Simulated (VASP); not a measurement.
**NiGe: single point with PBE**

NiGe:

```xyz
8
Lattice="5.3810 0.0000 0.0000 0.0000 3.4280 0.0000 0.0000 0.0000 5.8110" Properties=species:S:1:pos:R:3 pbc="T T T"
Ge    1.6789    2.5710    5.3287
Ge    3.7021    0.8570    0.4823
Ge    1.0116    0.8570    2.4232
Ge    4.3694    2.5710    3.3878
Ni    2.6636    2.5710    1.8014
Ni    2.7174    0.8570    4.0096
Ni    0.0269    0.8570    4.7069
Ni    5.3541    2.5710    1.1041
```

```yaml
Program: VASP 6.6.1
Task: single point
Functional: PBE
Potentials_or_basis: VASP PAW PBE potentials, release 64 (Ge_d, Ni)
Cutoff: 520 eV
k_mesh: 5 × 8 × 5
Occupations: fermi-dirac, width 0.05 eV
Spin: collinear spin, ferromagnetic start
Starting_moments: "[0.0, 0.0, 0.0, 0.0, 1.0, 1.0, 1.0, 1.0] μB"
Further_INCAR_settings: ALGO = Normal; EDIFF = 1e-07; NBANDS = 62
```

```
Pressure                                              : 3.8 GPa
Largest force                                         : 0.163 eV/Å
Band gap on the k mesh                                : none (metal or under the smearing width)
Net moment                                            : 0.00 μB per cell
Valence electrons inside the program's atomic spheres : Ge 12.42; Ni 9.43
```

Forces in eV/Å, atoms in the order of the input:
```
Ge  -0.058  0.000 -0.152
Ge   0.058  0.000  0.152
Ge   0.058  0.000 -0.152
Ge  -0.058  0.000  0.152
Ni  -0.091  0.000  0.024
Ni   0.091  0.000 -0.024
Ni   0.091  0.000  0.024
Ni  -0.091  0.000 -0.024
```

Stress tensor (GPa, compression positive):
```
3.06 0.00 0.00
0.00 4.11 0.00
0.00 0.00 4.23
```

Levels at points of the mesh, in eV from the Fermi level:
Spin up:
```tsv
k point	band 45	band 46	band 47	band 48	band 49	band 50	band 51	band 52
(0.00, 0.00, 0.00)	-1.74	-1.13	-0.94	-0.75	0.57	0.71	3.98	4.16
(0.00, 0.50, 0.00)	-1.61	-1.61	-1.26	-1.26	-0.58	-0.58	1.94	1.94
```
Spin down:
```tsv
k point	band 46	band 47	band 48	band 49	band 50	band 51
(0.00, 0.00, 0.00)	-1.13	-0.94	-0.75	0.57	0.71	3.98
(0.00, 0.50, 0.00)	-1.61	-1.26	-1.26	-0.58	-0.58	1.94
```

It took 7.1 min on 1 thread of AMD EPYC 9R45 96-Core Processor (Zen 5) (shared host), peak memory 0.5 GiB.
